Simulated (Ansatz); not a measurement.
HfC: an elastic constant from a strain scan

Theory: DFT PBE, scalar-relativistic, plane waves, PAW in Ansatz 0.2.0. Settings: plane waves to 420 eV, k-mesh 18×18×18 (Γ-centred), Gaussian smearing 0.15 eV. Spin–orbit coupling is left out, which can shift energies with elements as heavy as these. No spin polarisation. Energies are free energies at this smearing, counted from the undisturbed cell; pressure is positive in compression.

Reference structure (as given, not relaxed at this level; it stands at 0.2 GPa):

```
Hf C
1.0
     0.00000    2.32500    2.32500
     2.32500    0.00000    2.32500
     2.32500    2.32500    0.00000
Hf C
1 1
Cartesian
  2.3250 2.3250 2.3250
  0.0000 0.0000 0.0000
```

The cell is strained by ε times the Voigt pattern (0, 0, 0, 0, 1, 0) (xx, yy, zz, yz, xz, xy; engineering shear) with fractional coordinates fixed. The cell holds 2 atoms in V0 = 25.14 Å³. The stress column is τ = (1/V0) dE/dε, got from the stress tensor σ (compression positive) at each point as −det(1 + εP) σ : P(1 + εP)⁻¹, with P the pattern as a tensor.

| ε | ΔE (meV/atom) | τ (GPa) |
| --- | --- | --- |
| -0.1312 | 114.858 | -22.118 |
| -0.1125 | 84.645 | -19.068 |
| -0.0937 | 58.815 | -15.953 |
| -0.0750 | 37.715 | -12.805 |
| -0.0562 | 21.185 | -9.607 |
| -0.0375 | 9.432 | -6.413 |
| -0.0187 | 2.344 | -3.199 |
| 0.0000 | 0.000 | 0.000 |
| 0.0187 | 2.344 | 3.199 |
| 0.0375 | 9.432 | 6.413 |
| 0.0562 | 21.185 | 9.607 |
| 0.0750 | 37.715 | 12.805 |
| 0.0937 | 58.815 | 15.953 |
| 0.1125 | 84.645 | 19.068 |
| 0.1312 | 114.858 | 22.118 |
| 0.1500 | ? | ? |

**Question.** Which combination of elastic constants does this scan measure, and how large is it?

**Answer.** For small ε, τ = τ0 + Kε with K = pᵀCp, which for this pattern is C44 in the cubic axes. The parabola through τ at ε = -0.0187, 0 and 0.0187 has slope K = 171 GPa at zero. The energies per cell, E = NΔE, of the same two points give K = 2[E(ε₊)/ε₊ − E(ε₋)/ε₋]/[(ε₊ − ε₋)V0] = 171 GPa, in agreement.

**Question.** Predict the withheld row at ε = 0.1500 from the harmonic law, and compare.

**Answer.** ΔE = V0(τ0 ε + Kε²/2)/N = 150.945 meV/atom and τ = 25.66 GPa. The calculation gives 149.710 meV/atom and 25.13 GPa, a miss of 0.8 % of the harmonic energy, so the harmonic law still holds here.

In a metal these slopes depend on the k mesh and the smearing.